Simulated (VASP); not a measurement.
# TaN (P-6m2) in VASP: further runs

The runs below take TaN through relaxation of cell and atoms, with PBEsol, LDA, PBE, PBE+D3(BJ).

Program: VASP 6.6.1. These are calculated values, not measurements. Logs are shortened: lines on timing, memory, paths and dates and some standing lists are left out, and cuts for length are marked.

## Step 1: Starting point

The structure is hexagonal, space group P-6m2 (No. 187). The conventional cell has a = 2.940 Å, b = 2.940 Å, c = 2.890 Å, α = 90.00°, β = 90.00°, γ = 120.00°. Around Ta (site symmetry -6m2) lie 6 N at 2.23 Å. N (site symmetry -6m2) is surrounded by 6 Ta at 2.23 Å.

The cell comes from a database or a generator and needn't be the stable form of this composition.

## Step 2: Relaxation of cell and atoms, PBEsol

File INCAR:

```
SYSTEM = TaN
PREC = Accurate ; ENCUT = 600
EDIFF = 1E-7 ; ISMEAR = 0
SIGMA = 0.1 ; LREAL = .FALSE.
LASPH = .TRUE. ; NELM = 80
ALGO = Normal ; ISIF = 3
LWAVE = .FALSE. ; LCHARG = .FALSE.
GGA = PS ; IBRION = 2
NSW = 90 ; EDIFFG = -0.005
```

File KPOINTS:

```
Automatic mesh
0
G
  18 18 14
  0 0 0
```

File POSCAR:

```
TaN
1.0
    2.9399421800      0.0000000000      0.0000000000
   -1.4699710900      2.5460646100      0.0000000000
    0.0000000000      0.0000000000      2.8901750800
Ta N
1 1
Direct
    0.0000000000      0.0000000000      0.5000000000
    0.6666666700      0.3333333300      0.0000000000
```

Potentials or basis: VASP PAW PBE potentials, release 64 (Ta_pv, N).

The run is started by

```sh
> cat potpaw_PBE.64/Ta_pv/POTCAR potpaw_PBE.64/N/POTCAR > POTCAR
> mpirun -np 1 vasp_std > vasp.out
```

OUTCAR:

```text
SYSTEM = TaN
   PREC = Accurate
   ENCUT = 600
   EDIFF = 1E-7
   ISMEAR = 0
   LREAL = .FALSE.
   LASPH = .TRUE.
   NELM = 80
   ISIF = 3
   GGA = PS
   IBRION = 2
   NSW = 90
   EDIFFG = -0.005

 ion  position               nearest neighbor table
   1  0.000  0.000  0.500-   2 2.23   2 2.23   2 2.23   2 2.23   2 2.23   2 2.23
   2  0.667  0.333  0.000-   1 2.23   1 2.23   1 2.23   1 2.23   1 2.23   1 2.23

  LATTYP: Found a hexagonal cell.
 ALAT       =     2.9399421800
 C/A-ratio  =     0.9830720821

  Lattice vectors:

 A1 = (   2.9399421800,   0.0000000000,   0.0000000000)
 A2 = (  -1.4699710900,   2.5460646100,   0.0000000000)
 A3 = (   0.0000000000,   0.0000000000,   2.8901750800)

Analysis of symmetry for initial positions (statically):
=====================================================================
 Subroutine PRICEL returns:
 Original cell was already a primitive cell.

 Routine SETGRP: Setting up the symmetry group for a
 hexagonal supercell.

 Subroutine GETGRP returns: Found 12 space group operations
 (whereof 12 operations were pure point group operations)
 out of a pool of 24 trial point group operations.

The static configuration has the point symmetry D_3h.

Analysis of symmetry for dynamics (positions and initial velocities):
=====================================================================
 Subroutine PRICEL returns:
 Original cell was already a primitive cell.

 Routine SETGRP: Setting up the symmetry group for a
 hexagonal supercell.

 Subroutine GETGRP returns: Found 12 space group operations
 (whereof 12 operations were pure point group operations)
 out of a pool of 24 trial point group operations.

The dynamic configuration has the point symmetry D_3h.

 Subroutine INISYM returns: Found 12 space group operations
 (whereof 12 operations are pure point group operations),
 and found     1 'primitive' translations

----------------------------------------------------------------------------------------

                                     Primitive cell

  volume of cell :      21.6338

  direct lattice vectors                    reciprocal lattice vectors
     2.939942180  0.000000000  0.000000000     0.340142744  0.196381505  0.000000000
    -1.469971090  2.546064610  0.000000000     0.000000000  0.392763010  0.000000000
     0.000000000  0.000000000  2.890175080     0.000000000  0.000000000  0.345999800

  length of vectors
     2.939942180  2.939942177  2.890175080     0.392763010  0.392763010  0.345999800

  position of ions in fractional coordinates (direct lattice)
     0.000000000  0.000000000  0.500000000
     0.666666670  0.333333330  0.000000000

  ion indices of the primitive-cell ions
   primitive index   ion index
                 1           1
                 2           2

----------------------------------------------------------------------------------------

 KPOINTS: Automatic mesh

Automatic generation of k-mesh.
 Grid dimensions read from file:
 generate k-points for:   18   18   14

 Generating k-lattice:

  Cartesian coordinates                     Fractional coordinates (reciprocal lattice)
     0.018896819  0.010910084  0.000000000     0.055555556  0.000000000  0.000000000
     0.000000000  0.021820167  0.000000000     0.000000000  0.055555556  0.000000000
     0.000000000  0.000000000  0.024714271     0.000000000  0.000000000  0.071428571

  Length of vectors
     0.021820167  0.021820167  0.024714271

  Shift w.r.t. Gamma in fractional coordinates (k-lattice)
     0.000000000  0.000000000  0.000000000

 Subroutine IBZKPT returns following result:
 ===========================================

 Found    296 irreducible k-points:

 Following reciprocal coordinates:
            Coordinates               Weight
  0.000000  0.000000  0.000000      1.000000
  0.055556  0.000000  0.000000      6.000000
  0.111111  0.000000  0.000000      6.000000
  0.166667  0.000000  0.000000      6.000000
  0.222222  0.000000  0.000000      6.000000
  0.277778  0.000000  0.000000      6.000000
[... 16 lines left out ...]
  0.333333  0.111111  0.000000     12.000000
  0.388889  0.111111  0.000000     12.000000
 [... further k-points ...]
   k-points           NKPTS =    296   k-points in BZ     NKDIM =    296   number of bands    NBANDS=     12
   number of dos      NEDOS =    301   number of ions     NIONS =      2
   total plane-waves  NPLWV =  13824
   dimension x,y,z NGX =    24 NGY =   24 NGZ =   24
   dimension x,y,z NGXF=    48 NGYF=   48 NGZF=   48
   ions per type =               1   1
   NGX,Y,Z   is equivalent  to a cutoff of  13.57, 13.57, 13.81 a.u.
   NGXF,Y,Z  is equivalent  to a cutoff of  27.14, 27.14, 27.61 a.u.
 SYSTEM =  TaN
   PREC   = accura    normal or accurate (medium, high low for compatibility)
   ISTART =      0    job   : 0-new  1-cont  2-samecut
   ICHARG =      2    charge: 1-file 2-atom 10-const
   ISPIN  =      1    spin polarized calculation?
   LNONCOLLINEAR =      F non collinear calculations
   LSORBIT =      F    spin-orbit coupling
   LASPH  =      T    aspherical Exc in radial PAW
   ENCUT  =  600.0 eV  44.10 Ry    6.64 a.u.   5.87  5.87  5.77*2*pi/ulx,y,z
   NELM   =     80;   NELMIN=  2; NELMDL= -5     # of ELM steps
   EDIFF  = 0.1E-06   stopping-criterion for ELM
   LREAL  =      F    real-space projection
   EDIFFG = -.5E-02   stopping-criterion for IOM
   NSW    =     90    number of steps for IOM
   IBRION =      2    ionic relax: 0-MD 1-quasi-New 2-CG
   NFREE  =      1    steps in history (QN), initial steepest desc. (CG)
   ISIF   =      3    stress and relaxation
   ISYM   =      2    0-nonsym 1-usesym 2-fastsym
   POTIM  = 0.5000    time-step for ionic-motion
   TEBEG  =    0.0;   TEEND  =   0.0 temperature during run
   PSTRESS=    0.0 pullay stress
   NELECT =      16.0000    total number of electrons
   NUPDOWN=      -1.0000    fix difference up-down
   EMIN   =  10.00;   EMAX   =-10.00  energy-range for DOS
   EFERMI =   0.00;   METHOD = LEGACY
   ISMEAR =     0;   SIGMA  =   0.10  broadening in eV -4-tet -1-fermi 0-gaus
   EFERMI_NEDOS =   21; number of points for ismear=-14 and -15
   IALGO  =     38    algorithm
   IMIX   =      4    mixing-type and parameters
     AMIX     =   0.40;   BMIX     =  1.00
     AMIX_MAG =   1.60;   BMIX_MAG =  1.00
  volume/ion in A,a.u.               =      10.82        73.00
  Fermi-wavevector in a.u.,A,eV,Ry     =   1.480485  2.797711 29.821741  2.191836
  Thomas-Fermi vector in A             =   2.594513
   LORBIT       =      0    0 simple, 1 ext, 2 COOP (PROOUT), +10 PAW based schemes
   GGA     = PS    functional components
   LHFCALC =     F    Hartree Fock is set to
   AEXX    =    0.0000 exact exchange contribution
   IVDW    =     0    specifies the selected vdW correction
   LEPSILON=     F    determine dielectric tensor
   LRPA    =     F    only Hartree local field effects (RPA)
 conjugate gradient relaxation of ions
 non-spin polarized calculation
 Gauss-broadening in eV      SIGMA  =   0.10
  energy-cutoff  :      600.00
  volume of cell :       21.63
 maximum number of plane-waves:       738
 NGX is ok and might be reduce to    24
   NGX = 11   NGY = 11   NGZ = 11

--------------------------------------- Ionic step        1  -------------------------------------------

 number of electron      16.0000001 magnetization

 Free energy of the ion-electron system (eV)
  ---------------------------------------------------
  ext. energy  EPLUGINS =         0.00000000
  ---------------------------------------------------
  free energy    TOTEN  =       -23.80264653 eV

  energy without entropy =      -23.80239044  energy(sigma->0) =      -23.80251848

------------------------ aborting loop because EDIFF is reached ----------------------------------------

  FORCE on cell =-STRESS in cart. coord.  units (eV):
  Direction    XX          YY          ZZ          XY          YZ          ZX
  --------------------------------------------------------------------------------------
  -------------------------------------------------------------------------------------
  Total       -0.6892084     -0.6892084     -0.8724943     -0.0000000      0.0000000      0.0000000
  in kB      -51.0421260    -51.0421258    -64.6161083     -0.0000000      0.0000000      0.0000000
  external PRESSURE =     -55.5667867 kB  Pullay stress =       0.0000000 kB
[... 165 lines left out ...]
  energy  without entropy=      -23.8083833764  energy(sigma->0) =      -23.80850961

--------------------------------------- Ionic step        6  -------------------------------------------

 number of electron      16.0000000 magnetization

 Free energy of the ion-electron system (eV)
  ---------------------------------------------------
  ext. energy  EPLUGINS =         0.00000000
  ---------------------------------------------------
  free energy    TOTEN  =       -23.80863646 eV

  energy without entropy =      -23.80838392  energy(sigma->0) =      -23.80851019

 E-fermi :   8.1878     XC(G=0): -13.5701

 val. band max:        8.1466498296   @ k =   0.0000   0.0000   0.4286
 cond. band min:       8.2187538517   @ k =   0.0556   0.0000   0.5000
 fundamental gap:      0.0721040221
 Fermi energy:         8.1877975207

 k-point     1 :       0.0000    0.0000    0.0000
  band No.  band energies     occupation
      1     -26.5301      2.00000
      2     -26.2556      2.00000
      3     -26.2556      2.00000
      4      -9.6103      2.00000
      5       3.6062      2.00000
      6       3.6062      2.00000
      7       3.9329      2.00000
      8       5.2891      2.00000
      9      10.5269      0.00000
     10      11.8658      0.00000
     11      11.8658      0.00000
     12      12.2624      0.00000
[... 331 lines left out ...]
 k-point    24 :       0.3889    0.1111    0.0000
  band No.  band energies     occupation
      1     -27.2759      2.00000
      2     -26.5756      2.00000
      3     -26.3781      2.00000
      4      -7.2207      2.00000
      5       0.0438      2.00000
      6       3.0169      2.00000
      7       3.9139      2.00000
      8       5.9039      2.00000
      9      10.5304      0.00000
     10      11.3349      0.00000
     11      12.8665      0.00000
     12      14.3497      0.00000

 [... further k-points ...]

------------------------ aborting loop because EDIFF is reached ----------------------------------------

  FORCE on cell =-STRESS in cart. coord.  units (eV):
  Direction    XX          YY          ZZ          XY          YZ          ZX
  --------------------------------------------------------------------------------------
  -------------------------------------------------------------------------------------
  Total       -0.0008998     -0.0008998      0.0000693      0.0000000      0.0000000      0.0000000
  in kB       -0.0676860     -0.0676860      0.0052111      0.0000000      0.0000000      0.0000000
  external PRESSURE =      -0.0433870 kB  Pullay stress =       0.0000000 kB
[... 17 lines left out ...]
  FREE ENERGIE OF THE ION-ELECTRON SYSTEM (eV)
  ---------------------------------------------------
  free  energy   TOTEN  =       -23.8086364580 eV

  energy  without entropy=      -23.8083839186  energy(sigma->0) =      -23.80851019

 reached required accuracy - stopping structural energy minimisation
```

It took 92 s on 1 thread of AMD EPYC 9R45 (Zen 5), shared host; peak memory 0.21 GiB.

Results:

```yaml
Free_energy: -23.8086 eV
Relaxed_volume: 10.65 Å³/atom
Relaxed_cell: a = 2.926 Å, b = 2.926 Å, c = 2.873 Å, α = 90.00°, β = 90.00°, γ = 120.00°
Space_group_after_relaxing_to_0.05_Å: P-6m2 (No. 187)
Energy_gained_by_relaxing: 3.0 meV/atom
Ionic_steps: 6
Pressure_after_relaxing: 0.0 GPa
Band_gap_on_the_k_mesh: none (metal or under the smearing width)
```

The path:
| step | energy change (eV) | largest force (eV/Å) | pressure (GPa) | volume (Å³) |
| --- | --- | --- | --- | --- |
| 1 | 0.0000 | 0.0000 | -5.56 | 21.63 |
| 2 | 0.0332 | 0.0000 | 15.68 | 20.48 |
| 3 | -0.0060 | 0.0000 | -0.09 | 21.30 |
| 4 | -0.0060 | 0.0000 | 0.02 | 21.30 |
| 5 | -0.0060 | 0.0000 | -0.04 | 21.30 |
| 6 | -0.0060 | 0.0000 | 0.00 | 21.30 |

Final structure:
```yaml
crystal:
  lattice:
    - [2.92576, 0.00000, 0.00000]
    - [-1.46288, 2.53378, 0.00000]
    - [0.00000, 0.00000, 2.87295]
  atoms:
    - { symbol: Ta, position: [0.00000, 0.00000, 0.50000] }
    - { symbol: N, position: [0.66667, 0.33333, 0.00000] }
```

Levels at points of the mesh, in eV from the Fermi level:
```tsv
k point	band 4	band 5	band 6	band 7	band 8	band 9	band 10	band 11	band 12
(0.00, 0.00, 0.00)	-17.80	-4.58	-4.58	-4.25	-2.90	2.34	3.68	3.68	4.07
(0.50, 0.00, 0.00)	-15.42	-8.35	-5.23	-3.52	-3.15	3.06	4.15	5.30	5.42
(0.00, 0.00, 0.50)	-15.04	-9.43	-3.75	-3.75	-0.08	-0.08	2.50	3.37	3.37
(0.50, 0.00, 0.50)	-15.76	-7.38	-6.22	-5.73	-0.30	4.27	5.49	6.20	7.23
```

Caveat: the PAW data sets were made with another functional, which shifts forces and pressure a little.

## Step 3: Relaxation of cell and atoms, LDA

Edit INCAR of step 2 so:

```diff
@@ -7,3 +7,3 @@
 LWAVE = .FALSE. ; LCHARG = .FALSE.
-GGA = PS ; IBRION = 2
-NSW = 90 ; EDIFFG = -0.005
+IBRION = 2 ; NSW = 90
+EDIFFG = -0.005
```

KPOINTS is that of step 2.

POSCAR is that of step 2.

Potentials or basis: VASP PAW LDA potentials, release 64 (Ta_pv, N).

The run is started by

```sh
> cat potpaw_LDA.64/Ta_pv/POTCAR potpaw_LDA.64/N/POTCAR > POTCAR
> mpirun -np 1 vasp_std > vasp.out
```

Run time: 1.9 min. Hardware: 1 thread of AMD EPYC 9R45 (Zen 5), shared host; peak memory 0.2 GiB.

The run converged. Its results:

| Item | Value |
| --- | --- |
| Free energy | -24.7196 eV |
| Relaxed volume | 10.49 Å³/atom |
| Relaxed cell | a = 2.912 Å, b = 2.912 Å, c = 2.856 Å, α = 90.00°, β = 90.00°, γ = 120.00° |
| Space group after relaxing (to 0.05 Å) | P-6m2 (No. 187) |
| Energy gained by relaxing | 12.0 meV/atom |
| Ionic steps | 7 |
| Pressure after relaxing | 0.0 GPa |
| Band gap on the k mesh | none (metal or under the smearing width) |

The path:
```tsv
step	energy change (eV)	largest force (eV/Å)	pressure (GPa)	volume (Å³)
1	0.0000	0.0000	-11.18	21.63
2	0.1503	0.0000	36.60	19.35
3	-0.0241	0.0000	-0.40	20.99
4	-0.0241	0.0000	-0.08	20.97
5	-0.0241	0.0000	0.17	20.96
6	-0.0241	0.0000	-0.35	20.99
7	-0.0241	0.0000	-0.04	20.97
```

Final structure:
```xyz
2
Lattice="2.9117 0.0000 0.0000 -1.4558 2.5216 0.0000 0.0000 0.0000 2.8562" Properties=species:S:1:pos:R:3 pbc="T T T"
Ta    0.0000    0.0000    1.4281
N     1.4558    0.8405    0.0000
```

Levels at points of the mesh, in eV from the Fermi level:
| k point | band 6 | band 7 | band 8 | band 9 | band 10 | band 11 |
| --- | --- | --- | --- | --- | --- | --- |
| (0.00, 0.00, 0.00) | -4.63 | -4.28 | -2.86 | 2.62 | 3.75 | 3.75 |
| (0.50, 0.00, 0.00) | -5.28 | -3.55 | -3.14 | 3.10 | 4.23 | 5.39 |
| (0.00, 0.00, 0.50) | -3.79 | -3.79 | -0.08 | -0.08 | 2.56 | 3.40 |
| (0.50, 0.00, 0.50) | -6.19 | -5.80 | -0.18 | 4.43 | 5.58 | 6.35 |

[end of part 1 of 2]
